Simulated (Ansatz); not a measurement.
**Stress against strain in ZrC**

```
CELL_PARAMETERS angstrom
0.00000 2.35021 2.35021
2.35021 0.00000 2.35021
2.35021 2.35021 0.00000
ATOMIC_POSITIONS crystal
Zr 0.50000 0.50000 0.50000
C 0.00000 0.00000 0.00000
```

Atoms are numbered in the order listed.

The structure is an experimental refinement, used without relaxation.

Theory: DFT, PBE, all-electron LAPW, scalar-relativistic in Ansatz 0.2.0.

Settings: a Γ-centred 15×15×15 k mesh, Fermi–Dirac smearing of 0.05 eV, basis error target 0.25 meV/atom, no spin polarisation.

The strain is applied along the Cartesian axes of the cell as listed (the other components stay zero). Fractional coordinates are held (clamped ions).

σ is the change of stress from the unstrained cell, which is at 1.23 GPa; tension is positive, so slopes are stress–strain coefficients at that pressure. In a metal the k mesh adds noise.

Only quantities that a quadratic follows smoothly over the whole series are listed; rougher ones are left out.

```csv
εzz,σzz (GPa),σxx (GPa)
-0.0300,-16.56,-3.39
-0.0100,-4.94,-1.09
0.0000,0.00,0.00
0.0100,4.43,1.04
0.0200,8.39,2.04
0.0300,11.93,2.98
```

**Question.** Fit the series and read off the stiffness at zero strain.

**Answer.** Least-squares fits y = p0 + p1 x + p2 x² to the rows give σzz (GPa): p1 = 474, p2 = -2600; σxx (GPa): p1 = 106, p2 = -230. So C11 = 474 GPa and C12 = 106 GPa, which gives B = (C11 + 2 C12)/3 = 229 GPa.

**Question.** One run, at εzz = -0.0200, is withheld. Predict its row.

**Answer.** The fits give -10.51, -2.22; the run gave -10.45, -2.22.
